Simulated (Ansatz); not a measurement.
# CuO: the cost of one run

Program: Ansatz 0.2.0. Level of theory: DFT PBE+U, PAW, plane waves, scalar-relativistic; U − J = 4 eV on Cu d. These are calculated values, not measurements.

## (1) The system as given

It takes space group C2/c (No. 15, monoclinic). The conventional cell has a = 4.653 Å, b = 3.410 Å, c = 5.108 Å, α = 90.00°, β = 99.48°, γ = 90.00°. Around Cu (site symmetry -1) lie 4 O at 1.95 Å. Around O (site symmetry 2) lie 4 Cu at 1.95 Å.

Coordinates:

```cif
data_structure
_symmetry_space_group_name_H-M 'P 1'
_symmetry_Int_Tables_number 1
_cell_length_a 2.8844
_cell_length_b 2.8844
_cell_length_c 5.1080
_cell_angle_alpha 97.634
_cell_angle_beta 97.634
_cell_angle_gamma 72.472
_cell_volume 39.97
loop_
_atom_site_label
_atom_site_type_symbol
_atom_site_fract_x
_atom_site_fract_y
_atom_site_fract_z
_atom_site_occupancy
Cu1 Cu 0.00000 0.50000 0.00000 1
Cu2 Cu 0.50000 0.00000 0.50000 1
O1 O 0.58400 0.41600 0.25000 1
O2 O 0.41600 0.58400 0.75000 1
```

In tables a label like O4 counts atoms in the order of input.yaml; a structure file may count by element.

Planned first: parallel moments, plain SCF; opposed moments +-, plain SCF; no spin polarisation; spin on, no moments given (the program may seed its own), plain SCF. Further starts follow from what these give.

“Plain SCF” means no search for lower states. Ends within 0.2 meV/atom and 0.1 μB count as one state.

Site moments are integrals over atomic spheres and don't add up to the total.

## (2) Parallel moments, plain SCF

input.yaml

```yaml
crystal:
  lattice:
    - [2.3265, -1.705, 0.0]
    - [2.3265, 1.705, 0.0]
    - [-0.8413, 0.0, 5.03824]
  atoms:
    - { symbol: Cu, position: [0.0, 0.5, 0.0], spin: 1.0 }
    - { symbol: Cu, position: [0.5, 0.0, 0.5], spin: 1.0 }
    - { symbol: O, position: [0.584, 0.416, 0.25] }
    - { symbol: O, position: [0.416, 0.584, 0.75] }
magnetization:
  spin_polarized: true
hamiltonian:
  xc: pbe
  pseudopotentials: { kind: paw }
  hubbard: { sites: [{ species: Cu, l: d, u_eff: 4.0 }] }
basis:
  ecutwfc: 420
kpoints:
  mp_grid: { grid: [8, 8, 5] }
scf:
  occupations: { method: gaussian, width: 0.1 }
  lower_state_search: "off"
output:
  forces: true
  stress: true
```

What time and memory should one allow on 2 threads of an x86-64 CPU, shared host?

About 14 s, with a peak of 0.56 GiB.
